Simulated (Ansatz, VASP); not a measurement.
Ni in VASP and in Ansatz

```
CELL_PARAMETERS angstrom
0.00000 1.73757 1.77232
1.73757 0.00000 1.77232
1.73757 1.73757 0.00000
ATOMIC_POSITIONS crystal
Ni 0.00000 0.00000 0.00000
```

Alike in both runs: functional PBE; k mesh 11 × 11 × 11; occupations fermi-dirac, width 0.05 eV; collinear spin.

|  | VASP | Ansatz |
| --- | --- | --- |
| version | VASP 6.6.1 | Ansatz 0.2.0 |
| potentials or method | VASP PAW PBE potentials, release 64 (Ni) | Ansatz PAW |
| plane-wave cutoff (eV) | 520 | 420 |
| valence electrons in the cell | 10 | 18 |
| task | single point | band structure |

|  | VASP | Ansatz | Ansatz less VASP |
| --- | --- | --- | --- |
| gap on the k mesh at the Fermi level (eV) | none | none | - |
| pressure (GPa) | 3.2 | 3.3 | +0.10 |
| largest component of the traceless stress (GPa) | 1.84 | 1.90 | +0.062 |
| net moment per atom (μB) | 0.57 | 0.58 | +0.004 |
| size of the moment on the site where the two differ most (μB) | 0.59 | 0.62 | +0.033 |

Site moments also hang on the region over which each program counts them. A gap of «none» marks a metal or a gap that the smearing closes. With one functional, cell and mesh, what is left measures potentials, basis and numerics. The two sets of potentials don't hold the same shells in valence.
